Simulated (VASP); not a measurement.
A run of VASP 6.6.1 is set up as follows.

The input INCAR:

```
SYSTEM = B
  PREC = Accurate
  ENCUT = 600
  EDIFF = 1E-6
  ISMEAR = 0
  SIGMA = 0.1
  LREAL = .False.
  LASPH = .True.
  NELM = 100
  ALGO = Fast
  ISIF = 3
  LWAVE = .False.
  LCHARG = .False.
  GGA = PE
  IBRION = 2
  NSW = 90
  EDIFFG = -0.04
```

KPOINTS

```
Automatic mesh
0
Gamma
  8 8 8
  0 0 0
```

POSCAR

```
B
1.0
    1.9931417826      0.0000000000      0.0000000000
    0.0000000000      1.9931417826      0.0000000000
    0.0000000000      0.0000000000      2.0421645264
B
1
Direct
    0.0000000000      0.0000000000      0.0000000000
```

Potentials or basis: VASP PAW PBE potentials, release 64 (B).

The run is started by

```console
$ cat potpaw_PBE.64/B/POTCAR > POTCAR
$ mpirun -np 1 vasp_std > vasp.out
```

Task: Predict the band gap on the k mesh.

Result: None (metal or under the smearing width).

Task: Predict the relaxed cell.

Result: a = 1.888 Å, b = 1.888 Å, c = 1.888 Å, α = 90.00°, β = 90.00°, γ = 90.00°.

Task: Estimate the space group after relaxing (to 0.05 Å).

Result: Pm-3m (No. 221).

Final structure:
```cif
data_structure
_symmetry_space_group_name_H-M 'P 1'
_symmetry_Int_Tables_number 1
_cell_length_a 1.8883
_cell_length_b 1.8883
_cell_length_c 1.8881
_cell_angle_alpha 90.000
_cell_angle_beta 90.000
_cell_angle_gamma 90.000
_cell_volume 6.73
loop_
_atom_site_label
_atom_site_type_symbol
_atom_site_fract_x
_atom_site_fract_y
_atom_site_fract_z
_atom_site_occupancy
B1 B 0.00000 0.00000 0.00000 1
```

Caveat: the k mesh is coarse (spacing up to 0.39 Å⁻¹), so the values aren't converged.
